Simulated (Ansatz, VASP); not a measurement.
SiC: VASP beside Ansatz

INCAR

```
SYSTEM = SiC
PREC     = Accurate       ! precision mode
ENCUT    = 520            ! plane-wave cutoff, eV
EDIFF    = 1E-7           ! SCF threshold, eV
ISMEAR   = 0              ! smearing method
SIGMA    = 0.05           ! smearing width, eV
LREAL    = .False.        ! projectors in reciprocal space
LASPH    = .True.         ! aspherical terms in the spheres
NELM     = 60             ! most SCF steps
ALGO     = Normal         ! electronic algorithm
ISIF     = 2              ! what is computed and relaxed
LWAVE    = .False.        ! write WAVECAR
LCHARG   = .True.         ! write CHGCAR
LELF     = .True.         ! ELF
LVHAR    = .True.       
NBANDS   = 16             ! bands
```

Contents of KPOINTS:

```
Automatic mesh
0
Gamma
  12 12 6
  0 0 0
```

The input POSCAR:

```
SiC
1.0
    3.0561890961      0.0000000000      0.0000000000
   -1.5280945481      2.6467373960      0.0000000000
    0.0000000000      0.0000000000      5.0161734257
Si C
2 2
Direct
    0.3333333333      0.6666666667      0.0046041256
    0.6666666667      0.3333333333      0.5046041256
    0.3333333333      0.6666666667      0.3803958744
    0.6666666667      0.3333333333      0.8803958744
```

Input for Ansatz:

```yaml
crystal:
  lattice:
    - [3.0561890961, 0.0, 0.0]
    - [-1.5280945481, 2.646737396, 0.0]
    - [0.0, 0.0, 5.0161734257]
  atoms:
    - { symbol: Si, position: [0.3333333333, 0.6666666667, 0.0046041256] }
    - { symbol: Si, position: [0.6666666667, 0.3333333333, 0.5046041256] }
    - { symbol: C, position: [0.3333333333, 0.6666666667, 0.3803958744] }
    - { symbol: C, position: [0.6666666667, 0.3333333333, 0.8803958744] }
basis:
  ecutwfc: 520.0
kpoints:
  mp_grid: { grid: [12, 12, 6] }
hamiltonian:
  xc: lda
  pseudopotentials: { kind: paw, azcp: { folder: soft_1 } }
scf:
  occupations: { method: gaussian, width: 0.05 }
output:
  forces: true
  stress: true
  eigenvalues: true
```

Alike in both runs: task single point; functional LDA; k mesh 12 × 12 × 6; occupations gaussian, width 0.05 eV; no spin polarisation.

```csv
,VASP,Ansatz
version,VASP 6.6.1,Ansatz 0.2.0
potentials or method,"VASP PAW LDA potentials, release 64 (Si, C)","scalar-relativistic, plane waves, PAW"
plane-wave cutoff (eV),520,520
valence electrons in the cell,16,16
```

Ansatz gave:

| Item | Value |
| --- | --- |
| gap on the k mesh at the Fermi level (eV) | 2.13 |
| least direct gap on the mesh (eV) | 3.92 |
| pressure (GPa) | 0.0 |

Problem. What did VASP give for the same quantities?

Solution. gap on the k mesh at the Fermi level (eV): 2.11; least direct gap on the mesh (eV): 3.91; pressure (GPa): 0.4.

Ansatz warned: «pseudo_functional_mismatch».

A k mesh can miss the band edges. LDA gaps usually lie below the measured ones, often by a third to a half.
